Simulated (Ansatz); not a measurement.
# SbSe3: the cost of one run

Computed with Ansatz 0.2.0 (DFT PBEsol, scalar-relativistic, plane waves, PAW, unless a step's input says otherwise).

1 further run of the same task is left out (set aside as unsound or not needed).

## (1) The structure to begin with

The structure is trigonal, space group R3m (No. 160). Conventional cell: a = 4.185 Å, b = 4.185 Å, c = 24.909 Å, α = 90.00°, β = 90.00°, γ = 120.00°. Bi (site symmetry 3m) has 6 Te at 3.12 to 3.17 Å as nearest neighbours. Around Te (site symmetry 3m) lie 6 Te at 3.21 to 3.24 Å. Around Te (site symmetry 3m) lie 3 Bi at 3.17 Å and 3 Te at 3.24 Å. Around Te (site symmetry 3m) lie 3 Bi at 3.12 Å and 3 Te at 3.21 Å.

Structure file:

```
CELL_PARAMETERS angstrom
2.09239 1.20804 8.30292
-2.09239 1.20804 8.30292
0.00000 -2.41608 8.30292
ATOMIC_POSITIONS crystal
Bi 0.39271 0.39271 0.39271
Te 0.22354 0.22354 0.22354
Te 0.97682 0.97682 0.97682
Te 0.80542 0.80542 0.80542
```

It goes back to an entry of the Materials Project, which need not be the stable form.

This cell was relaxed beforehand with the same method: volume 31.48 Å³/atom, gap on the mesh none (metal).

## (2) The substitution Bi → Sb, Te → Se

SbSe3 starts from the relaxed positions of BiTe3, with all lengths scaled by 0.923, a guess from tabulated radii.

## (3) Probe: one point at the start (SbSe3)

input.yaml

```yaml
crystal:
  lattice:
    - [1.9315117888, 1.1151588512, 7.6645354291]
    - [-1.9315117888, 1.1151588512, 7.6645354291]
    - [0.0, -2.2303177024, 7.6645354291]
  atoms:
    - { symbol: Sb, position: [0.392712274, 0.392712274, 0.392712274] }
    - { symbol: Se, position: [0.2235390926, 0.2235390926, 0.2235390926] }
    - { symbol: Se, position: [0.9768227887, 0.9768227887, 0.9768227887] }
    - { symbol: Se, position: [0.8054248448, 0.8054248448, 0.8054248448] }
basis:
  ecutwfc: 420
kpoints:
  mp_grid: { grid: [6, 6, 6] }
hamiltonian:
  xc: pbesol
scf:
  occupations: { method: gaussian, width: 0.1 }
output:
  forces: true
  stress: true
  eigenvalues: true
```

Command:

```bash
$ ansatz run input.yaml --threads 1 --pin off --max-ram 2560MiB --backend cpu --events-out ev --progress --plain --runs-dir out
```

**Question.** How long does this run take on 1 thread of Intel Xeon Platinum 8488C (Sapphire Rapids), shared host, and how much memory does it need?

About 8.6 s, with a peak of 0.44 GiB.
